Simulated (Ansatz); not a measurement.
# Zr2CF2 MXene monolayer in a perpendicular field, part 2 of 2

What dipole does a perpendicular field induce in the Zr2CF2 MXene monolayer? A positive field points along +c.

Ansatz 0.2.0; plane-wave DFT, PBE-D3(BJ), Ansatz PAW.

So far. Step 2 (Relaxation): The lattice constant a goes from 3.289 to 3.282 Å.

## Step 3: Atoms held, field 0

A sawtooth potential applies the field, turning back in the middle of the vacuum. With the dipole correction the typed value is the field outside the slab. The induced dipole is small, so the SCF threshold is tight.

The cell differs from the one that the last finished run ended in (c 40.191 → 23.136 Å).

File input.yaml:

```yaml
crystal:
  lattice:
    - [3.2818914069, 0.0, 0.0]
    - [-1.6409457034, 2.8422013308, 0.0]
    - [0.0, 0.0, 23.1361663086]
  atoms:
    - { symbol: F, position: [0.3333333333, 0.6666666667, 0.3890013531] }
    - { symbol: Zr, position: [0.6666666667, 0.3333333333, 0.4467263156] }
    - { symbol: C, position: [0.0, 0.0, 0.5] }
    - { symbol: Zr, position: [0.3333333333, 0.6666666667, 0.5532736844] }
    - { symbol: F, position: [0.6666666667, 0.3333333333, 0.6109986469] }
kpoints:
  mp_grid: { grid: [18, 18, 1] }
  band_path:
    path: [[0, 0, 0], [0.5, 0, 0], [0.33333333, 0.33333333, 0], [0, 0, 0]]
    npoints: 16
hamiltonian:
  xc: pbe
  dispersion: d3bj
scf:
  occupations: { method: fermi_dirac, width: 0.02585 }
  convergence: { dr2_threshold: 1.0e-10 }
efield:
  axis: 3
  dipole_correction: true
  ramp_position: 0.97
  ramp_width: 0.06
  amplitude: 0
output:
  dos: { projected: true, e_range: [-6, 5] }
  write_potential: true
  write_density: true
  volumetric_format: npy
  elf: true
```

The run is started by

```bash
$ ansatz run input.yaml --threads 2 --pin off --max-ram 3072MiB --backend cpu --events-out ev --progress --plain --runs-dir out
```

Numbers of over 12 decimals in the logs are rounded to 6 here.

The log of the run:

```text
[...]
Crystal: 5 atoms, lattice volume = 215.809 Å³
Basis set: ecut = 420 eV, 4313 PW (Γ)
Bands: 26, of which v1, the nominal top of the filled ones, is band 21 counted from 1 (20 counted from 0)
Symmetry: 6 space group operations
k-points: 37 of 324 (time reversal used)
[...]
SCF iter   1: F=—  HF=-10242.088460 eV  |F-HF|=—  |Δ(HF+E_count)|=         —  Δρ=3.41e-3  dr2=2.28e-2  ethr=1.77e-3  p=0.000 e·Å  D=9.25e-14 V/Å  ΔV_dip=-0.00 eV  dr2_dipole=3.29e-10  V_vac-E_F(+/−)=3.68/3.68 eV  ⟨swp⟩=7.1  Hψ=4859  notcnv=0
efield: sawtooth ramp at fractional position 0.9700 (set: `efield.ramp_position`, or a place that a band, a saddle search or an elastic batch's reference lends), width 0.0600; the density the first Hamiltonian is built on has a dipole p = 0.000 e·Å; the dipole correction subtracts the counter field D = 9.25e-14 V/Å, which shifts the + side's vacuum level by -0.00 eV against the − side's; the planar-averaged density in the ramp window peaks in size at 1.2e-5 e/Å³
[...]
SCF iter   2: F=—  HF=-10242.088197 eV  |F-HF|=—  |Δ(HF+E_count)|=   2.63e-4  Δρ=3.11e-3  dr2=1.34e-2  ethr=5.43e-5  p=0.000 e·Å  D=1.01e-5 V/Å  ΔV_dip=-0.00 eV  dr2_dipole=4.63e-11  V_vac-E_F(+/−)=3.85/3.85 eV  ⟨swp⟩=3.8  Hψ=2673  notcnv=0  defer=20
[...]
SCF iter   9: F=-10242.084763 eV  HF=-10242.084763 eV  |F-HF|=5.04e-10  |Δ(HF+E_count)|=   4.77e-9  Δρ=2.50e-7  dr2=7.68e-11  ethr=1.00e-12  p=-0.000 e·Å  D=-1.25e-8 V/Å  ΔV_dip=0.00 eV  dr2_dipole=5.74e-14  V_vac-E_F(+/−)=3.91/3.91 eV  ⟨swp⟩=5.2  Hψ=3935  notcnv=0
SCF 1 converged in 9 iterations: F = -10242.084763 eV  dr2 = 7.68e-11
[...]
NSCF: frozen V_eff on 49 k-points
efield: sawtooth ramp at fractional position 0.9700 (kept from the solve that this one continues, or follows in the run), width 0.0600; the density the first Hamiltonian is built on has a dipole p = -0.000 e·Å; the dipole correction subtracts the counter field D = -1.25e-8 V/Å, which shifts the + side's vacuum level by +0.00 eV against the − side's; the planar-averaged density in the ramp window peaks in size at 3.3e-7 e/Å³
[...]
SCF converged after 9 iterations
Free energy (F): -10242.084763 eV
[...]
Internal energy: -10242.080732 eV  (E = F + TS)
E sigma→0 (E₀):  -10242.082748 eV
Entropy (-TS):   -0.004031 eV (-0.806 meV/atom)
Fermi energy:    1.351789 eV
Dipole field:    D = 0.000000 V/Å  (p = 0.000000 e·Å, saw-weighted, corrected)
Work function:   Φ+ = 3.9065 eV   Φ− = 3.9066 eV
Levels:          The Fermi level and band energies are counted from a zero that moves with the ramp; work functions are not
[...]
--- Band table (eV; the first three rows and the last of 37) ---
  k-point 0: bands = [... 17 lower, -3.0310, -1.7918, -1.7918, 1.4680, 1.4680, 1.6793, 3.1808, 3.5477, ... 1 higher]
  k-point 1: bands = [... 17 lower, -2.9984, -1.8810, -1.7991, 1.3475, 1.5344, 1.7063, 3.2683, 3.4955, ... 1 higher]
  k-point 2: bands = [... 17 lower, -2.9123, -2.1057, -1.8159, 1.0360, 1.7293, 1.8100, 3.3374, 3.4146, ... 1 higher]
  k-point 36: bands = [... 17 lower, -2.8271, -2.8271, -2.1124, 1.7030, 2.5252, 2.5252, 3.8870, 4.3836, ... 1 higher]
```

The job ended after 20 s (2 threads of Intel Xeon Platinum 8375C at 2.90GHz (Ice Lake), shared host; peak memory 0.67 GiB).

In the SCF lines HF is the Harris–Foulkes energy and dr2 the Hartree energy of the density residual, in eV; the loop may stop once dr2 is under the threshold and the program's other checks hold. Hψ counts applications of the Hamiltonian.

Numbers from this step:

| Item | Value |
| --- | --- |
| energy at zero smearing | -10242.0827 eV |
| work function, upper face | 3.907 eV |
| dipole along the normal | 3.55e-7 e·Å |

Running mean over a fixed 2.7 Å (it still follows the layers) of the planar mean; the ramp of the sawtooth is left out. Electron's electrostatic potential energy less the Fermi level against z:

| z (Å) | electron's electrostatic potential energy less the Fermi level (eV) |
| --- | --- |
| 3.5 | 3.91 |
| 4.0 | 3.91 |
| 4.5 | 3.91 |
| 5.0 | 3.91 |
| 5.5 | 3.91 |
| 6.0 | 3.90 |
| 6.5 | 3.88 |
| 7.0 | 3.74 |
| 7.5 | 2.72 |
| 8.0 | 0.848 |
| 8.5 | -1.51 |
| 9.0 | -5.22 |
| 9.5 | -8.66 |
| 10.0 | -10.6 |
| 10.5 | -11.4 |
| 11.0 | -11.9 |
| 11.5 | -12.5 |
| 12.0 | -12.1 |
| 12.5 | -11.5 |
| 13.0 | -10.9 |
| 13.5 | -9.32 |
| 14.0 | -6.29 |
| 14.5 | -2.41 |
| 15.0 | 0.292 |
| 15.5 | 2.26 |
| 16.0 | 3.59 |
| 16.5 | 3.87 |
| 17.0 | 3.90 |
| 17.5 | 3.91 |
| 18.0 | 3.91 |
| 18.5 | 3.91 |
| 19.0 | 3.91 |
| 19.5 | 3.91 |
| 20.0 | 3.91 |

The density of states has structure finer than the step of the table below, so its rows give means over 0.25 eV, whole bins alone (the curve runs from -6 to 1.99 eV). Peaks (eV: height): -4.290: 10.2, -4.070: 5.90, -3.900: 5.42, -3.490: 11.9, -3.190: 7.72, 0.180: 3.30.

Table of density of states by energy, zero at the Fermi level; means over each step:

| energy (eV) | density of states (states/eV a cell) |
| --- | --- |
| -4.75 | 0 |
| -4.50 | 1.49 |
| -4.25 | 5.53 |
| -4.00 | 3.17 |
| -3.75 | 3.93 |
| -3.50 | 5.67 |
| -3.25 | 4.12 |
| -3.00 | 0.0631 |
| -2.75 | 0 |
| -2.50 | 0 |
| -2.25 | 0.161 |
| -2.00 | 0.683 |
| -1.75 | 0.765 |
| -1.50 | 0.841 |
| -1.25 | 0.921 |
| -1.00 | 1.02 |
| -0.75 | 1.34 |
| -0.50 | 0.994 |
| -0.25 | 0.703 |
| 0.00 | 1.22 |
| 0.25 | 1.61 |
| 0.50 | 1.30 |
| 0.75 | 1.19 |
| 1.00 | 1.26 |
| 1.25 | 1.00 |
| 1.50 | 0.979 |
| 1.75 | 1.04 |

Projected DOS per atom over height of the atomic layer and energy from the Fermi level. Layers: F Zr C Zr F from below.

Values in states/eV, 22 rows by 5 columns, each cell a mean:
```
0.05 0.76 0.06 0.76 0.05
0.03 0.42 0.05 0.42 0.03
0.03 0.50 0.06 0.50 0.03
0.04 0.52 0.06 0.52 0.04
0.04 0.64 0.05 0.64 0.04
0.03 0.60 0.04 0.60 0.03
0.03 0.36 0.05 0.36 0.03
0.05 0.53 0.08 0.53 0.05
0.04 0.41 0.06 0.41 0.04
0.03 0.36 0.05 0.36 0.03
0.03 0.32 0.04 0.32 0.03
0.01 0.15 0.01 0.15 0.01
0.00 0.00 0.00 0.00 0.00
0.00 0.00 0.01 0.00 0.00
0.10 0.84 2.17 0.84 0.10
0.09 1.07 2.65 1.07 0.09
0.16 0.71 1.57 0.71 0.16
0.30 0.77 1.85 0.77 0.30
0.00 0.00 0.00 0.00 0.00
0.00 0.00 0.00 0.00 0.00
0.00 0.00 0.00 0.00 0.00
0.00 0.00 0.00 0.00 0.00
```
Columns: height of the atomic layer (Å) from 9 to 14.1; rows upwards: energy from the Fermi level (eV) from -5.96 to 1.96.

Electronic bands along the path, in eV, zero at the Fermi level:

| point | band 18 | band 19 | band 20 | band 21 | band 22 | band 23 | band 24 | band 25 |
| --- | --- | --- | --- | --- | --- | --- | --- | --- |
| Γ | -4.38 | -3.14 | -3.14 | 0.12 | 0.12 | 0.33 | 1.83 | 2.20 |
| halfway | -4.10 | -3.91 | -3.18 | -1.31 | 1.04 | 1.34 | 2.07 | 2.12 |
| M | -4.44 | -3.45 | -3.11 | -2.24 | 2.16 | 3.09 | 3.19 | 3.29 |
| halfway | -4.37 | -3.75 | -3.46 | -1.12 | 1.74 | 2.29 | 2.57 | 3.11 |
| K | -4.18 | -4.18 | -3.46 | 0.35 | 1.17 | 1.17 | 2.54 | 3.03 |
| halfway | -4.09 | -3.86 | -3.53 | -0.57 | -0.20 | 2.10 | 2.47 | 2.54 |
| Γ | -4.38 | -3.14 | -3.14 | 0.12 | 0.12 | 0.33 | 1.83 | 2.20 |

Electrostatic potential energy in the ca plane at fractional y = 0.333, with atoms of Zr and F within 0.2 Å of it. With pseudopotentials it is smooth inside the atoms' cores, unlike the true potential.

Values in eV, 5 rows by 16 columns, each cell a mean:
```
  5   5   5   5   5   5   5  -1 -29 -20   0  -2 -11   2   5   5
  5   5   5   5   5   5   4  -5 -43 -34   0   0 -39  -7   5   5
  5   5   5   5   5   5   4  -1 -30 -21   0  -2 -13   2   5   5
  5   5   5   5   5   5   5   2  -3  -1  -4 -11   0   4   5   5
  5   5   5   5   5   5   5   2  -3  -1  -4 -11   0   4   5   5
```
Columns run along c (16.0 Å, from fractional 0.07 to 0.76 of the cell; values clipped at the 3rd and 97th percentile), rows up along a (3.3 Å). Atoms in or near the plane, at fractional coordinates: Zr at (0.45, 0.67), F at (0.61, 0.67).

ELF in the ca plane at fractional y = 0.333, with atoms of Zr and F within 0.2 Å of it. It is the smooth field of the valence electrons, not physical close to the nuclei.

Values, 5 rows by 16 columns, each cell a mean:
```
0.00 0.00 0.00 0.00 0.00 0.00 0.03 0.10 0.59 0.42 0.31 0.15 0.66 0.48 0.04 0.00
0.00 0.00 0.00 0.00 0.00 0.00 0.00 0.15 0.56 0.56 0.24 0.28 0.69 0.66 0.08 0.00
0.00 0.00 0.00 0.00 0.00 0.00 0.03 0.10 0.61 0.43 0.30 0.15 0.67 0.49 0.05 0.00
0.00 0.00 0.00 0.00 0.00 0.01 0.16 0.38 0.14 0.43 0.40 0.27 0.13 0.08 0.00 0.00
0.00 0.00 0.00 0.00 0.00 0.01 0.16 0.39 0.13 0.45 0.41 0.26 0.10 0.07 0.00 0.00
```
Columns run along c (16.0 Å, from fractional 0.07 to 0.76 of the cell), rows up along a (3.3 Å). Atoms in or near the plane, at fractional coordinates: Zr at (0.45, 0.67), F at (0.61, 0.67).

Valence density in the ca plane at fractional y = 0.333, with atoms of Zr and F within 0.2 Å of it. It is the smooth field of the valence electrons, not physical close to the nuclei.

Ten steps, logarithmic in the rise over the least value, from '0' (0 e/Å³) to '9' (10 e/Å³), each cell a mean:
```
00000000000000000000123555332222234421000000
00000000000000000000125777522212368752000000
00000000000000000000136777632112479962000000
00000000000000000000136777532212379862000000
00000000000000000000124676422222246531000000
00000000000000000001122343333333222210000000
00000000000000000011222222333344311000000000
00000000000000000012222122333344311000000000
00000000000000000001222223333333221100000000
```
Columns run along c (16.0 Å, from fractional 0.07 to 0.76 of the cell), rows up along a (3.3 Å). Atoms in or near the plane, at fractional coordinates: Zr at (0.45, 0.67), F at (0.61, 0.67).

The work function of the upper face is 3.91 eV.

## Step 4: Single point, field 0.1 V/Å

input.yaml, as its differences from that of step 3:

```diff
@@ -27,5 +27,4 @@
   ramp_width: 0.06
-  amplitude: 0
+  amplitude: 0.1
 output:
-  dos: { projected: true, e_range: [-6, 5] }
   write_potential: true
@@ -33,2 +32 @@
   volumetric_format: npy
-  elf: true
```

The log of the run:

```text
[...]
Crystal: 5 atoms, lattice volume = 215.809 Å³
Basis set: ecut = 420 eV, 4313 PW (Γ)
Bands: 26, of which v1, the nominal top of the filled ones, is band 21 counted from 1 (20 counted from 0)
Symmetry: 6 space group operations
k-points: 37 of 324 (time reversal used)
[...]
k-point 0: bands = [... 17 lower, -3.0311, -1.7919, -1.7919, 1.4678, 1.4678, 1.6791, 3.1671, 3.5518, ... 1 higher]
  k-point 1: bands = [... 17 lower, -2.9984, -1.8811, -1.7993, 1.3473, 1.5342, 1.7061, 3.2503, 3.5054, ... 1 higher]
  k-point 2: bands = [... 17 lower, -2.9124, -2.1059, -1.8161, 1.0358, 1.7291, 1.8097, 3.3174, 3.4267, ... 1 higher]
  k-point 36: bands = [... 17 lower, -2.8275, -2.8270, -2.1126, 1.7028, 2.5242, 2.5257, 3.8869, 4.3786, ... 1 higher]
[key lines of the parts left out:]
SCF converged after 12 iterations
Free energy (F): -10242.086136 eV
Fermi energy:    1.351574 eV
Dipole field:    D = 0.023016 V/Å  (p = 0.027450 e·Å, saw-weighted, corrected)
```

Wall time 17 s (2 threads); peak memory 0.64 GiB; 34 s of CPU time.

The dipole is 0.0274 e·Å.

## Step 5: Single point, field -0.1 V/Å

input.yaml, as its differences from that of step 4:

```diff
@@ -27,3 +27,3 @@
   ramp_width: 0.06
-  amplitude: 0.1
+  amplitude: -0.1
 output:
```

The log of the run:

```text
[...]
Crystal: 5 atoms, lattice volume = 215.809 Å³
Basis set: ecut = 420 eV, 4313 PW (Γ)
Bands: 26, of which v1, the nominal top of the filled ones, is band 21 counted from 1 (20 counted from 0)
Symmetry: 6 space group operations
k-points: 37 of 324 (time reversal used)
[...]
k-point 0: bands = [... 17 lower, -3.0311, -1.7919, -1.7919, 1.4678, 1.4678, 1.6791, 3.1671, 3.5518, ... 1 higher]
  k-point 1: bands = [... 17 lower, -2.9984, -1.8811, -1.7993, 1.3473, 1.5342, 1.7061, 3.2503, 3.5054, ... 1 higher]
  k-point 2: bands = [... 17 lower, -2.9124, -2.1059, -1.8161, 1.0358, 1.7291, 1.8097, 3.3174, 3.4267, ... 1 higher]
  k-point 36: bands = [... 17 lower, -2.8275, -2.8270, -2.1126, 1.7028, 2.5242, 2.5257, 3.8869, 4.3786, ... 1 higher]
[key lines of the parts left out:]
SCF converged after 13 iterations
Free energy (F): -10242.086136 eV
Fermi energy:    1.351575 eV
Dipole field:    D = -0.023017 V/Å  (p = -0.027451 e·Å, saw-weighted, corrected)
```

The job ended after 17 s (2 threads; peak memory 0.65 GiB).

The dipole is -0.0275 e·Å.

## Step 6: Response, atoms held

This step: plane-wave DFT, PBE-D3(BJ), Ansatz PAW; response to a field along the normal, atoms held (Ansatz 0.2.0).

The dipoles give the slope, and the difference of two potentials shows where the field is screened.

This step gave:

```yaml
equivalent_conductor_thickness_p_eps_0ae: 5.325 Å
distance_between_the_outer_atoms: 5.136 Å
```

Table of dipole of the cell by applied field:

| applied field (V/Å) | dipole of the cell (e·Å) |
| --- | --- |
| -0.1000 | -0.0275 |
| 0.0000 | 3.6e-7 |
| 0.1000 | 0.0274 |

Local field over the applied field, running mean. From the potentials at -0.1 and 0.1 V/Å; running mean over 2.5 Å. Local field over applied field against z:

| z (Å) | local field over applied field |
| --- | --- |
| 4.05 | 1.000 |
| 4.48 | 1.000 |
| 4.92 | 1.000 |
| 5.21 | 1.000 |
| 5.64 | 0.999 |
| 6.07 | 0.995 |
| 6.51 | 0.985 |
| 6.94 | 0.958 |
| 7.23 | 0.921 |
| 7.66 | 0.837 |
| 8.10 | 0.729 |
| 8.53 | 0.605 |
| 8.97 | 0.474 |
| 9.40 | 0.341 |
| 9.69 | 0.262 |
| 10.12 | 0.170 |
| 10.56 | 0.0985 |
| 10.99 | 0.0500 |
| 11.42 | 0.0228 |
| 11.71 | 0.0228 |
| 12.15 | 0.0500 |
| 12.58 | 0.0985 |
| 13.01 | 0.170 |
| 13.45 | 0.262 |
| 13.74 | 0.341 |
| 14.17 | 0.474 |
| 14.60 | 0.605 |
| 15.04 | 0.729 |
| 15.47 | 0.837 |
| 15.91 | 0.921 |
| 16.20 | 0.958 |
| 16.63 | 0.985 |
| 17.06 | 0.995 |
| 17.50 | 0.999 |
| 17.93 | 1.000 |
| 18.22 | 1.000 |
| 18.65 | 1.000 |
| 19.09 | 1.000 |

The induced electron density oscillates, so the rows of the table below give means over windows of 0.5 Å about each position, cut where the curve ends. Its maxima inside the range that stand out by 2 % of the span (Å: e/Å³ per V/Å): 8.39: 0.00311, 9.11: 0.00200, 10.27: 0.00150, 13.59: -7.5e-4, 14.32: -0.00139. Its minima: 8.82: 0.00139, 9.54: 7.5e-4, 12.87: -0.00150, 14.03: -0.00200, 14.75: -0.00311.

Electrons, planar mean, per unit field. The induced electron density by z; means over each step:

| z (Å) | induced electron density (e/Å³ per V/Å) |
| --- | --- |
| 4.5 | 2.3e-7 |
| 5.0 | 9.2e-7 |
| 5.5 | 3.6e-6 |
| 6.0 | 1.5e-5 |
| 6.5 | 5.8e-5 |
| 7.0 | 2.1e-4 |
| 7.5 | 7.3e-4 |
| 8.0 | 0.00197 |
| 8.5 | 0.00267 |
| 9.0 | 0.00171 |
| 9.5 | 0.00103 |
| 10.0 | 0.00120 |
| 10.5 | 0.00110 |
| 11.0 | 5.2e-4 |
| 11.5 | 7.6e-5 |
| 12.0 | -4.4e-4 |
| 12.5 | -8.7e-4 |
| 13.0 | -0.00132 |
| 13.5 | -9.0e-4 |
| 14.0 | -0.00166 |
| 14.5 | -0.00231 |
| 15.0 | -0.00240 |
| 15.5 | -9.9e-4 |
| 16.0 | -3.0e-4 |
| 16.5 | -8.4e-5 |
| 17.0 | -2.1e-5 |
| 17.5 | -5.3e-6 |
| 18.0 | -1.3e-6 |
| 18.5 | -3.3e-7 |
| 19.0 | -1.0e-7 |

By hand: between -0.1 and 0.1 V/Å the dipole changes by 0.05490 e·Å, a slope of 0.2745 e·Å²/V. A perfect conductor of thickness t has p = ε₀AEt, so t = 180.95 × 0.2745 / 9.328 = 5.33 Å (e/ε₀ = 180.95 V·Å, A in Å²).

The induced dipole is that of a conductor 5.33 Å thick.

## Step 7: Summary of results

```json
{
  "gap without field": "none",
  "work function, upper face": "3.91 eV",
  "equivalent conductor thickness, atoms held": "5.33 Å"
}
```

The induced dipole equals that of a perfect conductor 5.33 Å thick, while the outer atoms lie 5.14 Å apart. There is no gap over 0.03 eV, with or without the field. The main runs have no spin polarisation; a magnetic state could lie lower and would change these results. Spin-orbit coupling is left out. The MXene's terminations sit over the metal atoms of its far layer; the site over carbon or nitrogen, which some compounds prefer, was not run.

[Logs are printed without paths, hosts, clocks, repeated set-up lines and the standing remarks that a program may print on its own settings, such as how far it seeks lower states.]

[Hosts, paths, dates, database ids (printed as entryN), source tags and the programs' standing remarks are cut or masked in the printed files.]

[Maps of the electrostatic potential energy from Ansatz leave out the sawtooth potential of an applied field or a dipole correction, so their vacuum need not be flat; planar profiles and work functions include it.]

[The density of states shown here was stored with 400 of the rows of the run's finer table, so its peaks can read low, often by over a quarter, or be missed, and its means over a window can be off by a tenth or more.]
